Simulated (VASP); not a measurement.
# KI (Fm-3m) in VASP: a series of runs

KI is run at these levels: PBE0, PBE, PBEsol+D3(BJ); tasks: relaxation of cell and atoms, single point.

Everything below comes from runs of VASP 6.6.1. Logs are shortened: lines on timing, memory, paths and dates and some standing lists are left out, and cuts for length are marked.

**Experimental background.**

A printed reference work, monograph reports, for a bulk crystal of KI: band gap 6.32 eV.

The results are compared with them further down.

## (1) The cell of the first run

Symmetry: Fm-3m, No. 225, cubic system. Conventional cell: a = 7.204 Å, b = 7.204 Å, c = 7.204 Å, α = 90.00°, β = 90.00°, γ = 90.00°. Within 4.7 Å of I (site symmetry m-3m) lie 6 K at 3.60 Å. Within 4.7 Å of K (site symmetry m-3m) lie 6 I at 3.60 Å.

## (2) Relaxation of cell and atoms, PBE0 (46.74 Å³/atom)

Contents of POSCAR:

```
KI
1.0
    0.0000000000      3.6020626887      3.6020626887
    3.6020626887      0.0000000000      3.6020626887
    3.6020626887      3.6020626887      0.0000000000
I K
1 1
Direct
    0.5000000000      0.5000000000      0.5000000000
    0.0000000000      0.0000000000      0.0000000000
```

Contents of INCAR.step1:

```
ALGO     = Normal         # electronic algorithm
EDIFF    = 1E-5           # SCF threshold, eV
EFERMI   = MIDGAP       
ENCUT    = 390            # plane-wave cutoff, eV
GGA      = PE             # functional
GGA_COMPAT= False        
ISIF     = 2              # what is computed and relaxed
ISMEAR   = 0              # smearing method
KPAR     = 2            
LASPH    = True           # aspherical terms in the spheres
LCHARG   = False          # write CHGCAR
LREAL    = False          # projectors in reciprocal space
LWAVE    = True           # write WAVECAR
NELM     = 120            # most SCF steps
PREC     = Accurate       # precision mode
SIGMA    = 0.03           # smearing width, eV
```

Contents of INCAR.step2:

```
AEXX     = 0.25           # exact-exchange fraction
ALGO     = Normal         # electronic algorithm
EDIFF    = 1E-7           # SCF threshold, eV
EDIFFG   = -0.005         # ionic threshold
EFERMI   = MIDGAP       
ENCUT    = 390            # plane-wave cutoff, eV
GGA      = PE             # functional
GGA_COMPAT= False        
IBRION   = 2              # ionic algorithm
ISIF     = 3              # what is computed and relaxed
ISMEAR   = 0              # smearing method
KPAR     = 2            
LASPH    = True           # aspherical terms in the spheres
LCHARG   = False          # write CHGCAR
LHFCALC  = True           # exact exchange
LREAL    = False          # projectors in reciprocal space
LWAVE    = True           # write WAVECAR
NELM     = 120            # most SCF steps
NELMIN   = 4            
NSW      = 80             # ionic steps
PREC     = Accurate       # precision mode
PRECFOCK = Normal       
SIGMA    = 0.03           # smearing width, eV
```

Contents of INCAR.step4:

```
AEXX     = 0.25           # exact-exchange fraction
ALGO     = Normal         # electronic algorithm
EDIFF    = 1E-7           # SCF threshold, eV
EFERMI   = MIDGAP       
ENCUT    = 390            # plane-wave cutoff, eV
GGA      = PE             # functional
GGA_COMPAT= False        
ISIF     = 2              # what is computed and relaxed
ISMEAR   = 0              # smearing method
KPAR     = 2            
LASPH    = True           # aspherical terms in the spheres
LCHARG   = False          # write CHGCAR
LHFCALC  = True           # exact exchange
LREAL    = False          # projectors in reciprocal space
LWAVE    = False          # write WAVECAR
NELM     = 120            # most SCF steps
PREC     = Accurate       # precision mode
PRECFOCK = Normal       
SIGMA    = 0.03           # smearing width, eV
```

Contents of KPOINTS:

```
Automatic mesh
0
Gamma
  4 4 4
  0 0 0
```

Potentials or basis: VASP PAW PBE potentials, release 64 (I, K_sv).

Command:

```bash
> cat potpaw_PBE.64/I/POTCAR potpaw_PBE.64/K_sv/POTCAR > POTCAR
> cp INCAR.step1 INCAR
> cp POSCAR.step1 POSCAR
> mpirun -np 2 vasp_std > vasp.out
> cp INCAR.step2 INCAR
> mpirun -np 2 vasp_std > vasp.out
> cp CONTCAR POSCAR
> mpirun -np 2 vasp_std > vasp.out
> cp CONTCAR POSCAR
> cp INCAR.step4 INCAR
> mpirun -np 2 vasp_std > vasp.out
```

OUTCAR:

```text
AEXX = 0.25
   EDIFF = 1E-7
   EFERMI = MIDGAP
   ENCUT = 390
   GGA = PE
   ISIF = 2
   ISMEAR = 0
   LASPH = True
   LHFCALC = True
   LREAL = False
   NELM = 120
   PREC = Accurate
   PRECFOCK = Normal

 Found      8 irreducible k-points:

 Following reciprocal coordinates:
            Coordinates               Weight
  0.000000  0.000000  0.000000      1.000000
  0.250000  0.000000  0.000000      8.000000
  0.500000  0.000000  0.000000      4.000000
  0.250000  0.250000  0.000000      6.000000
  0.500000  0.250000  0.000000     24.000000
 -0.250000  0.250000  0.000000     12.000000
   k-points           NKPTS =      8   k-points in BZ     NKDIM =     64   number of bands    NBANDS=     12
   number of dos      NEDOS =    301   number of ions     NIONS =      2
   total plane-waves  NPLWV =  46656
   dimension x,y,z NGX =    36 NGY =   36 NGZ =   36
   dimension x,y,z NGXF=    72 NGYF=   72 NGZF=   72
   ions per type =               1   1
   NGX,Y,Z   is equivalent  to a cutoff of  11.86, 11.86, 11.86 a.u.
   NGXF,Y,Z  is equivalent  to a cutoff of  23.72, 23.72, 23.72 a.u.
 SYSTEM =  unknown system
   PREC   = accura    normal or accurate (medium, high low for compatibility)
   ISTART =      1    job   : 0-new  1-cont  2-samecut
   ICHARG =      0    charge: 1-file 2-atom 10-const
   ISPIN  =      1    spin polarized calculation?
   LNONCOLLINEAR =      F non collinear calculations
   LSORBIT =      F    spin-orbit coupling
   LASPH  =      T    aspherical Exc in radial PAW
   ENCUT  =  390.0 eV  28.66 Ry    5.35 a.u.   8.13  8.13  8.13*2*pi/ulx,y,z
   NELM   =    120;   NELMIN=  2; NELMDL=  0     # of ELM steps
   EDIFF  = 0.1E-06   stopping-criterion for ELM
   LREAL  =      F    real-space projection
   EDIFFG = 0.1E-05   stopping-criterion for IOM
   NSW    =      0    number of steps for IOM
   IBRION =     -1    ionic relax: 0-MD 1-quasi-New 2-CG
   NFREE  =      0    steps in history (QN), initial steepest desc. (CG)
   ISIF   =      2    stress and relaxation
   ISYM   =      3    0-nonsym 1-usesym 2-fastsym
   POTIM  = 0.5000    time-step for ionic-motion
   TEBEG  =    0.0;   TEEND  =   0.0 temperature during run

   SCALEE = 1.0000    scale energy and forces
   PSTRESS=    0.0 pullay stress
   NELECT =      16.0000    total number of electrons
   NUPDOWN=      -1.0000    fix difference up-down
   EMIN   =  10.00;   EMAX   =-10.00  energy-range for DOS
   EFERMI =   0.00;   METHOD = MIDGAP
   ISMEAR =     0;   SIGMA  =   0.03  broadening in eV -4-tet -1-fermi 0-gaus
   EFERMI_NEDOS =   21; number of points for ismear=-14 and -15
   IALGO  =     38    algorithm
   IMIX   =      1    mixing-type and parameters
     AMIX     =   0.40;   BMIX     =  1.00
     AMIX_MAG =   1.60;   BMIX_MAG =  1.00
  volume/ion in A,a.u.               =      45.44       306.66
  Fermi-wavevector in a.u.,A,eV,Ry     =   0.917530  1.733879 11.454206  0.841860
  Thomas-Fermi vector in A             =   2.042509
   LORBIT       =      0    0 simple, 1 ext, 2 COOP (PROOUT), +10 PAW based schemes
   GGA     = PE    functional components
   LHFCALC =     T    Hartree Fock is set to
   PRECFOCK=normal    Normal, Fast or Accurate (Low or Medium for compatibility)
   ENCUT4O =  -1.0   cutoff for four orbital integrals eV
   NKREDX  =     1    reduce k-point grid by
   NKREDY  =     1    reduce k-point grid by
   NKREDZ  =     1    reduce k-point grid by
   AEXX    =    0.2500 exact exchange contribution
   HFSCREEN=    0.0000 screening length (either q_TF or 0.3 A-1)
   HFSCREENC=   0.0000 screening length for correlation (either q_TF or 0.3 A-1)
   ENCUTFOCK=  -1.0 apply spherical cutoff to Coloumb kernel
   IVDW    =     0    specifies the selected vdW correction
   LEPSILON=     F    determine dielectric tensor
   LRPA    =     F    only Hartree local field effects (RPA)

   CSHIFT  =0.1000    complex shift for real part using Kramers Kronig

   OMEGAMAX=  -1.0    maximum frequency
 non-spin polarized calculation
 Gauss-broadening in eV      SIGMA  =   0.03
  energy-cutoff  :      390.00
  volume of cell :       90.88
 maximum number of plane-waves:      1639
 NGX is ok and might be reduce to    36
  NGX = 28; NGY = 28; NGZ = 28

 number of electron      16.0000004 magnetization

 Free energy of the ion-electron system (eV)
  ---------------------------------------------------
  ext. energy  EPLUGINS =         0.00000000
  ---------------------------------------------------
  free energy    TOTEN  =        -6.91871542 eV

  energy without entropy =       -6.91871542  energy(sigma->0) =       -6.91871542

  exchange ACFDT corr.  =         0.00000000  see jH, gK, PRB 81, 115126

 E-fermi :   1.1138     XC(G=0):  -5.5772

 val. band max:       -1.6808324566   @ k =   0.0000   0.0000   0.0000
 cond. band min:       3.9084555761   @ k =   0.0000   0.0000   0.0000
 fundamental gap:      5.5892880326
 Fermi energy:         1.1138115598

 k-point     1 :       0.0000    0.0000    0.0000
  band No.  band energies     occupation
      1     -32.6072      2.00000
      2     -14.7249      2.00000
      3     -14.7249      2.00000
      4     -14.7249      2.00000
      5     -13.0616      2.00000
      6      -1.6808      2.00000
      7      -1.6808      2.00000
      8      -1.6808      2.00000
      9       3.9085      0.00000
     10       6.7155      0.00000
     11       6.7155      0.00000
     12       6.7155      0.00000

 k-point     2 :       0.2500    0.0000    0.0000
  band No.  band energies     occupation
      1     -32.6063      2.00000
      2     -14.7976      2.00000
      3     -14.7255      2.00000
      4     -14.7255      2.00000
      5     -12.9198      2.00000
      6      -2.4424      2.00000
      7      -1.8526      2.00000
      8      -1.8526      2.00000
      9       5.0180      0.00000
     10       6.6918      0.00000
     11       7.3384      0.00000
     12       7.3384      0.00000

 k-point     3 :       0.5000    0.0000    0.0000
  band No.  band energies     occupation
      1     -32.6054      2.00000
      2     -14.8616      2.00000
      3     -14.7261      2.00000
      4     -14.7261      2.00000
      5     -12.7839      2.00000
      6      -3.0316      2.00000
      7      -2.0116      2.00000
      8      -2.0116      2.00000
      9       5.4908      0.00000
     10       7.8732      0.00000
     11       8.2392      0.00000
     12       8.2392      0.00000

 k-point     4 :       0.2500    0.2500    0.0000
  band No.  band energies     occupation
      1     -32.6060      2.00000
      2     -14.7773      2.00000
      3     -14.7333      2.00000
      4     -14.7333      2.00000
      5     -12.9275      2.00000
      6      -2.4677      2.00000
      7      -1.8934      2.00000
      8      -1.8934      2.00000
      9       5.2870      0.00000
     10       5.6502      0.00000
     11       7.9673      0.00000
     12       8.1559      0.00000

 k-point     5 :       0.5000    0.2500    0.0000
  band No.  band energies     occupation
      1     -32.6051      2.00000
      2     -14.8082      2.00000
      3     -14.7419      2.00000
      4     -14.7341      2.00000
      5     -12.8440      2.00000
      6      -2.7407      2.00000
      7      -2.2341      2.00000
      8      -2.0400      2.00000
      9       5.7335      0.00000
     10       6.7766      0.00000
     11       7.4154      0.00000
     12       8.5408      0.00000

 k-point     6 :      -0.2500    0.2500    0.0000
  band No.  band energies     occupation
      1     -32.6054      2.00000
      2     -14.8191      2.00000
      3     -14.7437      2.00000
      4     -14.7263      2.00000
      5     -12.8359      2.00000
      6      -2.7228      2.00000
      7      -2.1951      2.00000
      8      -2.0028      2.00000
      9       6.1594      0.00000
     10       6.6200      0.00000
     11       7.3504      0.00000
     12       8.0128      0.00000

 [... further k-points ...]

------------------------ aborting loop because EDIFF is reached ----------------------------------------

  FORCE on cell =-STRESS in cart. coord.  units (eV):
  Direction    XX          YY          ZZ          XY          YZ          ZX
  --------------------------------------------------------------------------------------
  -------------------------------------------------------------------------------------
  Total       -0.0016007     -0.0016007     -0.0016007      0.0000000      0.0000000     -0.0000000
  in kB       -0.0282193     -0.0282193     -0.0282193      0.0000000      0.0000000     -0.0000000
  external PRESSURE =      -0.0282193 kB  Pullay stress =       0.0000000 kB

 VOLUME and BASIS-vectors are now :
 -----------------------------------------------------------------------------
  energy-cutoff  :      390.00
  volume of cell :       90.88
      direct lattice vectors                 reciprocal lattice vectors
     0.000000000  3.568492456  3.568492456    -0.140115190  0.140115190  0.140115190
     3.568492456  0.000000000  3.568492456     0.140115190 -0.140115190  0.140115190
     3.568492456  3.568492456  0.000000000     0.140115190  0.140115190 -0.140115190

 POSITION                                       TOTAL-FORCE (eV/Angst)
 -----------------------------------------------------------------------------------
      3.56849      3.56849      3.56849         0.000000     -0.000000      0.000000
      0.00000      0.00000      0.00000        -0.000000      0.000000     -0.000000
 -----------------------------------------------------------------------------------
    total drift:                                0.000000      0.000000      0.000000

  FREE ENERGIE OF THE ION-ELECTRON SYSTEM (eV)
  ---------------------------------------------------
  free  energy   TOTEN  =        -6.9187154229 eV

  energy  without entropy=       -6.9187154229  energy(sigma->0) =       -6.91871542
```

Wall time 13 min (2 MPI ranks of Intel Xeon 6975P-C (Granite Rapids), shared host); peak memory 0.21 GiB.

What came out:

| Quantity | Value |
| --- | --- |
| Free energy | -6.9187 eV |
| Relaxed volume | 45.44 Å³/atom |
| Relaxed cell | a = 5.047 Å, b = 5.047 Å, c = 5.047 Å, α = 60.00°, β = 60.00°, γ = 60.00° |
| Space group after relaxing (to 0.1 Å) | Fm-3m (No. 225) |
| Energy gained by relaxing | 1.1 meV/atom |
| Ionic steps | 5 |
| Pressure after relaxing | 0.0 GPa |
| Band gap on the k mesh | 5.59 eV |

The path:
```
step  energy change (eV)  largest force (eV/Å)  pressure (GPa)  volume (Å³)
   1              0.0000                0.0000           -0.30        93.47
   2             -0.0017                0.0000           -0.17        92.31
   3             -0.0025                0.0000           -0.02        91.06
   4             -0.0025                0.0000            0.00        90.88
   5             -0.0023                0.0000            0.00        90.88
```

Final structure:
```yaml
crystal:
  lattice:
    - [0.00000, 3.56849, 3.56849]
    - [3.56849, 0.00000, 3.56849]
    - [3.56849, 3.56849, 0.00000]
  atoms:
    - { symbol: I, position: [0.50000, 0.50000, 0.50000] }
    - { symbol: K, position: [0.00000, 0.00000, 0.00000] }
```

Levels at points of the mesh, in eV from the valence-band top:
```tsv
k point	band 5	band 6	band 7	band 8	band 9	band 10	band 11	band 12
(0.00, 0.00, 0.00)	-11.38	0.00	0.00	0.00	5.59	8.40	8.40	8.40
(0.50, 0.00, 0.00)	-11.10	-1.35	-0.33	-0.33	7.17	9.55	9.92	9.92
(0.50, 0.50, 0.00)	-11.23	-1.05	-0.39	-0.39	6.71	7.50	10.21	10.49
```

Caveat: the PAW data sets were made with another functional, which shifts forces and pressure a little; spin-orbit coupling is left out, which moves the levels of the heavy elements.

## (3) Relaxation of cell and atoms, PBE0 (46.74 Å³/atom)

POSCAR is that of step 2.

Edit INCAR.step1 of step 2 so:

```diff
@@ -3,3 +3,3 @@
 EFERMI   = MIDGAP       
-ENCUT    = 390            # plane-wave cutoff, eV
+ENCUT    = 590            # plane-wave cutoff, eV
 GGA      = PE             # functional
```

Edit INCAR.step2 of step 2 so:

```diff
@@ -3,5 +3,5 @@
 EDIFF    = 1E-7           # SCF threshold, eV
-EDIFFG   = -0.005         # ionic threshold
+EDIFFG   = -0.002         # ionic threshold
 EFERMI   = MIDGAP       
-ENCUT    = 390            # plane-wave cutoff, eV
+ENCUT    = 590            # plane-wave cutoff, eV
 GGA      = PE             # functional
@@ -21,3 +21,3 @@
 PREC     = Accurate       # precision mode
-PRECFOCK = Normal       
+PRECFOCK = Accurate     
 SIGMA    = 0.03           # smearing width, eV
```

Edit INCAR.step4 of step 2 so:

```diff
@@ -4,3 +4,3 @@
 EFERMI   = MIDGAP       
-ENCUT    = 390            # plane-wave cutoff, eV
+ENCUT    = 590            # plane-wave cutoff, eV
 GGA      = PE             # functional
@@ -17,3 +17,3 @@
 PREC     = Accurate       # precision mode
-PRECFOCK = Normal       
+PRECFOCK = Accurate     
 SIGMA    = 0.03           # smearing width, eV
```

KPOINTS is that of step 2.

Potentials or basis: VASP PAW PBE potentials, release 64 (I, K_sv).

Command:

```bash
> cat potpaw_PBE.64/I/POTCAR potpaw_PBE.64/K_sv/POTCAR > POTCAR
> cp INCAR.step1 INCAR
> cp POSCAR.step1 POSCAR
> mpirun -np 2 vasp_std > vasp.out
> cp INCAR.step2 INCAR
> mpirun -np 2 vasp_std > vasp.out
> cp CONTCAR POSCAR
> mpirun -np 2 vasp_std > vasp.out
> cp CONTCAR POSCAR
> cp INCAR.step4 INCAR
> mpirun -np 2 vasp_std > vasp.out
```

Run time: 43 min. Hardware: 2 MPI ranks of Intel Xeon 6975P-C (Granite Rapids), shared host; peak memory 0.28 GiB.

Results (log left out):

```yaml
Free_energy: -6.9196 eV
Relaxed_volume: 45.46 Å³/atom
Relaxed_cell: a = 5.047 Å, b = 5.047 Å, c = 5.047 Å, α = 60.00°, β = 60.00°, γ = 60.00°
Space_group_after_relaxing_to_0.1_Å: Fm-3m (No. 225)
Energy_gained_by_relaxing: 1.1 meV/atom
Ionic_steps: 5
Pressure_after_relaxing: 0.0 GPa
Band_gap_on_the_k_mesh: 5.59 eV
```

The path:
| step | energy change (eV) | largest force (eV/Å) | pressure (GPa) | volume (Å³) |
| --- | --- | --- | --- | --- |
| 1 | 0.0000 | 0.0000 | -0.29 | 93.47 |
| 2 | -0.0016 | 0.0000 | -0.17 | 92.33 |
| 3 | -0.0024 | 0.0000 | -0.02 | 91.08 |
| 4 | -0.0024 | 0.0000 | 0.00 | 90.91 |
| 5 | -0.0023 | 0.0000 | 0.00 | 90.91 |

Final structure:
```xyz
2
Lattice="0.0000 3.5689 3.5689 3.5689 0.0000 3.5689 3.5689 3.5689 0.0000" Properties=species:S:1:pos:R:3 pbc="T T T"
I     3.5689    3.5689    3.5689
K     0.0000    0.0000    0.0000
```

Levels at points of the mesh, in eV from the valence-band top:
| k point | band 6 | band 7 | band 8 | band 9 | band 10 | band 11 |
| --- | --- | --- | --- | --- | --- | --- |
| (0.00, 0.00, 0.00) | 0.00 | 0.00 | 0.00 | 5.59 | 8.40 | 8.40 |
| (0.50, 0.00, 0.00) | -1.35 | -0.33 | -0.33 | 7.17 | 9.55 | 9.92 |
| (0.50, 0.50, 0.00) | -1.05 | -0.39 | -0.39 | 6.71 | 7.50 | 10.21 |

Caveat: the PAW data sets were made with another functional, which shifts forces and pressure a little; spin-orbit coupling is left out, which moves the levels of the heavy elements.

(Continued in part 2 of 2.)
